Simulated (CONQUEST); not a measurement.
# Si2W (I4/mmm) in CONQUEST: equation of state, part 2 of 2

CONQUEST 1.3. The steps go on from the part before.

### Step 4. Equation of state, PBE, 13.21 Å³/atom (volume scaled by 0.98)

Contents of Conquest_input:

```
IO.Title Si2W
IO.Coordinates coords.dat
IO.FractionalAtomicCoords T
IO.Iprint 2
IO.Iprint_init 1
General.NumberOfSpecies 2
General.PseudopotentialType hamann
AtomMove.TypeOfRun static
AtomMove.FullStress T
Grid.PointsAlongX 32
Grid.PointsAlongY 32
Grid.PointsAlongZ 80
DM.SolutionMethod diagon
Diag.MPMesh T
Diag.GammaCentred T
Diag.MPMeshX 8
Diag.MPMeshY 8
Diag.MPMeshZ 4
Diag.kT 0.00183747
minE.SCTolerance 1e-6
SC.MaxIters 100
IO.AtomChargeOutput T
%block ChemicalSpeciesLabel
1 183.850 W
2 28.090 Si
%endblock
```

Contents of coords.dat:

```
    6.0324408475     0.0000000000     0.0000000000
    0.0000000000     6.0324408475     0.0000000000
    0.0000000000     0.0000000000    14.6970591174
6
  0.0000000000   0.0000000000   0.0000000000 1 T T T
  0.5000000000   0.5000000000   0.5000000000 1 T T T
  0.0000000000   0.0000000000   0.6653000000 2 T T T
  0.5000000000   0.5000000000   0.1653000000 2 T T T
  0.0000000000   0.0000000000   0.3347000000 2 T T T
  0.5000000000   0.5000000000   0.8347000000 2 T T T
```

Potentials or basis: PseudoDojo NC PBE, DZP, grid of 32 × 32 × 80 points.

On the command line:

```console
$ OMP_NUM_THREADS=1 Conquest
```

What it wrote:

```text
Simulation cell dimensions:     6.0324 a0 x     6.0324 a0 x    14.6971 a0

      Atomic coordinates (a0)
         Atom         X         Y         Z  Species
            1    0.0000    0.0000    0.0000        1
            2    3.0162    3.0162    7.3485        1
            3    0.0000    0.0000    9.7780        2
            4    3.0162    3.0162    2.4294        2
            5    0.0000    0.0000    4.9191        2
            6    3.0162    3.0162   12.2676        2

         Monkhorst-Pack mesh:   8 x   8 x   4 gamma-centred
        This calculation includes non-local pseudopotentials,
         with a maximum core radius of      7.96707561

    Job title: Si2W
    Job to be run: static calculation

[... 5 lines left out ...]
      Using Fermi-Dirac smearing

    Integration grid size:     32 x   32 x   80

    Integration grid spacing:  0.189 a0 x 0.189 a0 x 0.184 a0

    Number of species:  2
    --------------------------------------------------------
    |   #  mass (au)  Charge (e)  SF Rad (a0)  NSF  Label  |
    --------------------------------------------------------
    |   1    183.850      14.000        8.295   19  W      |
    |   2     28.090       4.000        7.352   13  Si     |
    --------------------------------------------------------
          SCF tolerance:                 0.00000100
          SCF iterations:               100

    The functional used will be GGA PBE96

           radial cut-off to be used is taken to be max PAO cut-off radius for this species:    7.967076

           greatest ang. mom. for making density from PAOs:  2

           radial cut-off to be used is taken to be max PAO cut-off radius for this species:    7.120431

           greatest ang. mom. for making density from PAOs:  2
    Minimum blocs/proc is     1280. Maximum blocs/proc is     1280
    set_atom_dens: In set_atomic_density, electrons :      44.000000000000
 matrix_size & matrix_size_padH =           90          90

    Screened ion int: energy:    -115.999993419060 Ha

    new_SC_potl: Starting.  Tolerance:  0.10000E-05

    PulayMixSC: Starting Pulay mixing, A_up =  0.500 A_dn =  0.500
    PulayMixSC: Spin non-polarised calculation.
          Harris-Foulkes Energy            :      -168.660097245154930 Ha
          GroundState Energy (E-(1/2)TS)   :      -168.660153996352648 Ha
          Free Energy (E-TS)               :      -168.660210747550337 Ha
          DFT Total Energy                 :      -168.649540161489909 Ha
          Total number of electrons        :        44.000000000002196
    PulayMixSC: Pulay iteration     1 residual:              0.20004E-02
          Harris-Foulkes Energy            :      -168.653131026963308 Ha
          GroundState Energy (E-(1/2)TS)   :      -168.653186933056276 Ha
          Free Energy (E-TS)               :      -168.653242839149215 Ha
          DFT Total Energy                 :      -168.651767680470954 Ha
          Total number of electrons        :        44.000027436932029
    PulayMixSC: Pulay iteration     2 residual:              0.91910E-03
          Harris-Foulkes Energy            :      -168.652006446630452 Ha
          GroundState Energy (E-(1/2)TS)   :      -168.652063382615410 Ha
          Free Energy (E-TS)               :      -168.652120318600367 Ha
          DFT Total Energy                 :      -168.651995450238758 Ha
          Total number of electrons        :        44.000051295484731
    PulayMixSC: Pulay iteration     3 residual:              0.11917E-03
          Harris-Foulkes Energy            :      -168.652000359158194 Ha
          GroundState Energy (E-(1/2)TS)   :      -168.652057284606116 Ha
          Free Energy (E-TS)               :      -168.652114210054037 Ha
          DFT Total Energy                 :      -168.651998037750104 Ha
          Total number of electrons        :        44.000053269111568
    PulayMixSC: Pulay iteration     4 residual:              0.29076E-04
          Harris-Foulkes Energy            :      -168.651998353914877 Ha
          GroundState Energy (E-(1/2)TS)   :      -168.652055255340599 Ha
          Free Energy (E-TS)               :      -168.652112156766293 Ha
          DFT Total Energy                 :      -168.651998023036811 Ha
          Total number of electrons        :        44.000054743663732
    PulayMixSC: Pulay iteration     5 residual:              0.45361E-05
          Harris-Foulkes Energy            :      -168.651998521683680 Ha
          GroundState Energy (E-(1/2)TS)   :      -168.652055411175922 Ha
          Free Energy (E-TS)               :      -168.652112300668165 Ha
          DFT Total Energy                 :      -168.651998517096274 Ha
          Total number of electrons        :        44.000054410542440
    PulayMixSC: Pulay iteration     6 residual:              0.12433E-05
          Harris-Foulkes Energy            :      -168.651998252355355 Ha
          GroundState Energy (E-(1/2)TS)   :      -168.652055146254781 Ha
          Free Energy (E-TS)               :      -168.652112040154208 Ha
          DFT Total Energy                 :      -168.651998250900476 Ha
          Total number of electrons        :        44.000054499989076
    PulayMixSC: Pulay iteration     7 residual:              0.53895E-06
    PulayMixSC: Reached SCF tolerance of  0.53895E-06 after      7 iterations
      | Number of electrons      =        44.000054
      |* band energy as 2Tr[K.H] =       -43.096962683533583 Ha
      |  screened ion-ion energy =      -115.999993419059592 Ha
      |  Ha correction           =         0.336158132388370 Ha
      |  XC correction           =        -9.891199368994174 Ha
      | GS Energy as E-(1/2)TS   =      -168.652055146254781 Ha
      | Free Energy as E-TS      =      -168.652112040154208 Ha
      |* Harris-Foulkes energy   =      -168.651998252355355 Ha
      |* DFT total energy        =      -168.651998250900476 Ha
      |  estimated accuracy      =        -0.000000001454879 Ha

    force: Forces on atoms (Ha/a0)
    force:  Atom   X              Y              Z
    force:     1   0.0000000000   0.0000000000  -0.0000000000
    force:     2  -0.0000000000  -0.0000000000   0.0000000000
    force:     3   0.0000000000   0.0000000000   0.0025203453
    force:     4  -0.0000000000  -0.0000000000   0.0025203453
    force:     5  -0.0000000000  -0.0000000000  -0.0025203453
    force:     6  -0.0000000000  -0.0000000000  -0.0025203453

    force: Maximum force :        0.00252035(Ha/a0) on atom         3 in z direction
    force: Force Residual:        0.00205785 Ha/a0
    force: Total stress:        -11.54583169     0.00000000     0.00000000 GPa
                             0.00000000   -11.54583169     0.00000000
                             0.00000000     0.00000000   -12.67817429
    force: Average pressure:     11.92327922 GPa

    force: Finished force
    get_E_and_F: Change in energy during last step of electronic optimisation:  0.26933E-06

    BIBLIOGRAPHY: Please consider citing the following references in the conquest.bib file

    CONQUEST:         Bowler2002pt, Miyazaki2004, Nakata2020
    Basis:            Bowler2019
    DM:               Bowler:2006xr
    Pseudopotentials: Hamann2013, Bowler2019
    XC functional:    Perdew1996
```

Wall time 1.8 min (1 thread of Intel Xeon 6975P-C (Granite Rapids), shared host); peak memory 1.1 GiB.

What came out:

```yaml
Free_energy: -4589.2578 eV
Pressure: 11.9 GPa
Largest_force: 0.130 eV/Å
Band_gap_on_the_k_mesh: none (metal or under the smearing width)
Mulliken_charges: W +0.34; Si -0.17 e
```

Caveat: Mulliken charges move with the basis; the basis of atomic orbitals isn't converged, which shifts pressures, moduli and gaps.

### Step 5. Equation of state, PBE, 13.48 Å³/atom

Conquest_input is that of step 4.

coords.dat: that of step 4 with these lines changed.

```diff
@@ -1,4 +1,4 @@
-    6.0324408475     0.0000000000     0.0000000000
-    0.0000000000     6.0324408475     0.0000000000
-    0.0000000000     0.0000000000    14.6970591174
+    6.0732018193     0.0000000000     0.0000000000
+    0.0000000000     6.0732018193     0.0000000000
+    0.0000000000     0.0000000000    14.7963665832
 6
```

On the command line:

```console
$ OMP_NUM_THREADS=1 Conquest
```

Wall time 1.7 min (1 thread of Intel Xeon 6975P-C (Granite Rapids), shared host); peak memory 1.1 GiB.

Results (log left out):

- Free energy: -4589.3526 eV
- Pressure: 6.9 GPa
- Largest force: 0.079 eV/Å
- Band gap on the k mesh: none (metal or under the smearing width)
- Mulliken charges: W +0.26; Si -0.13 e

Caveat: Mulliken charges move with the basis; the basis of atomic orbitals isn't converged, which shifts pressures, moduli and gaps.

### Step 6. Equation of state, PBE, 13.75 Å³/atom (volume scaled by 1.02)

Conquest_input is that of step 5.

coords.dat: that of step 5 with these lines changed.

```diff
@@ -1,4 +1,4 @@
-    6.0732018193     0.0000000000     0.0000000000
-    0.0000000000     6.0732018193     0.0000000000
-    0.0000000000     0.0000000000    14.7963665832
+    6.1134228711     0.0000000000     0.0000000000
+    0.0000000000     6.1134228711     0.0000000000
+    0.0000000000     0.0000000000    14.8943586217
 6
```

Potentials or basis: PseudoDojo NC PBE, DZP, grid of 32 × 32 × 80 points.

On the command line:

```console
$ OMP_NUM_THREADS=1 Conquest
```

It took 1.7 min on 1 thread of Intel Xeon 6975P-C (Granite Rapids), shared host; peak memory 1.1 GiB.

The run converged. Its results:

* Free energy: -4589.3998 eV
* Pressure: 2.5 GPa
* Largest force: 0.026 eV/Å
* Band gap on the k mesh: none (metal or under the smearing width)
* Mulliken charges: W +0.20; Si -0.10 e

Caveat: Mulliken charges move with the basis; the basis of atomic orbitals isn't converged, which shifts pressures, moduli and gaps.

### Step 7. Equation of state, PBE, 14.02 Å³/atom (volume scaled by 1.04)

Conquest_input is that of step 6.

coords.dat: that of step 6 with these lines changed.

```diff
@@ -1,4 +1,4 @@
-    6.1134228711     0.0000000000     0.0000000000
-    0.0000000000     6.1134228711     0.0000000000
-    0.0000000000     0.0000000000    14.8943586217
+    6.1531215345     0.0000000000     0.0000000000
+    0.0000000000     6.1531215345     0.0000000000
+    0.0000000000     0.0000000000    14.9910779462
 6
```

On the command line:

```console
$ OMP_NUM_THREADS=1 Conquest
```

Run time: 1.7 min. Hardware: 1 thread of Intel Xeon 6975P-C (Granite Rapids), shared host; peak memory 1.1 GiB.

Results (log left out):

```
Free energy            : -4589.4027 eV
Pressure               : -1.8 GPa
Largest force          : 0.024 eV/Å
Band gap on the k mesh : none (metal or under the smearing width)
Mulliken charges       : W +0.15; Si -0.07 e
```

Caveat: Mulliken charges move with the basis; the basis of atomic orbitals isn't converged, which shifts pressures, moduli and gaps.

### Step 8. Equation of state, PBE, 14.29 Å³/atom (volume scaled by 1.06)

Conquest_input is that of step 7.

coords.dat: that of step 7 with these lines changed.

```diff
@@ -1,4 +1,4 @@
-    6.1531215345     0.0000000000     0.0000000000
-    0.0000000000     6.1531215345     0.0000000000
-    0.0000000000     0.0000000000    14.9910779462
+    6.1923144481     0.0000000000     0.0000000000
+    0.0000000000     6.1923144481     0.0000000000
+    0.0000000000     0.0000000000    15.0865650935
 6
```

On the command line:

```console
$ OMP_NUM_THREADS=1 Conquest
```

Run time: 99 s. Hardware: 1 thread of Intel Xeon 6975P-C (Granite Rapids), shared host; peak memory 1 GiB.

Results (log left out):

```yaml
Free_energy: -4589.3655 eV
Pressure: -5.5 GPa
Largest_force: 0.065 eV/Å
Band_gap_on_the_k_mesh: none (metal or under the smearing width)
Mulliken_charges: W +0.11; Si -0.06 e
```

Caveat: Mulliken charges move with the basis; the basis of atomic orbitals isn't converged, which shifts pressures, moduli and gaps.

### Step 9. Equation of state, PBE

Potentials or basis: PseudoDojo NC PBE, DZP, grid of 32 × 32 × 80 points.

This step only gathers the single runs of the series.

What came out:

```
Equilibrium volume                        : 13.90 Å³/atom
Bulk modulus at fixed shape and positions : 214 GPa
Pressure derivative of the bulk modulus   : 3.6 (rough: it moves with the points fitted)
```

Energy against volume, from the lowest point:
```tsv
volume (Å³/atom)	energy (meV/atom)
12.670	83.35
12.939	49.10
13.209	24.16
13.479	8.36
13.748	0.48
14.018	0.00
14.287	6.20
```

Caveat: the DZP basis gives volumes some 2 % larger than converged bases do, and moduli off by several per cent; the cell was scaled at fixed shape and fractional positions, which overstates the stiffness of a crystal with free parameters, most of all of layers and chains; the basis of atomic orbitals isn't converged, which shifts pressures, moduli and gaps.
